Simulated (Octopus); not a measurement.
The system is Al.

```xyz
2
Lattice="4.5467 0.0000 0.0000 -2.2734 3.9376 0.0000 0.0000 0.0000 2.7539" Properties=species:S:1:pos:R:3 pbc="T T T"
Al    0.0000    2.6251    1.3770
Al    2.2734    1.3125    1.3770
```

The cell was built by a generator and needn't be a form met in nature.

- Program: Octopus 16.4
- Task: single point
- Functional: PBE
- Potentials or basis: pseudodojo_pbe (PseudoDojo 0.5, PBE)
- Grid spacing: 0.182 × 0.182 × 0.172 Å
- k mesh: 7 × 7 × 10
- Occupations: fermi-dirac, width 0.05 eV
- Spin: no spin polarisation

On this cell: largest force under 0.003 eV/Å; band gap on the k mesh none (metal or under the smearing width).

The same run follows on a disturbed copy (atoms moved at random, drawn with an rms of 0.05 Å):

```
CELL_PARAMETERS angstrom
4.54673 0.00000 0.00000
-2.27337 3.93758 0.00000
0.00000 0.00000 2.75393
ATOMIC_POSITIONS crystal
Al 0.33314 0.66047 0.49029
Al 0.66687 0.34561 0.50722
```

Task: What changes?

Result: The energy (extrapolated to zero smearing) moves by +9.6 meV/atom; largest force 0.499 eV/Å; band gap on the k mesh none (metal or under the smearing width).

Forces in eV/Å, atoms in the order of the input:
```
Al  -0.283  0.407 -0.055
Al   0.283 -0.407  0.055
```
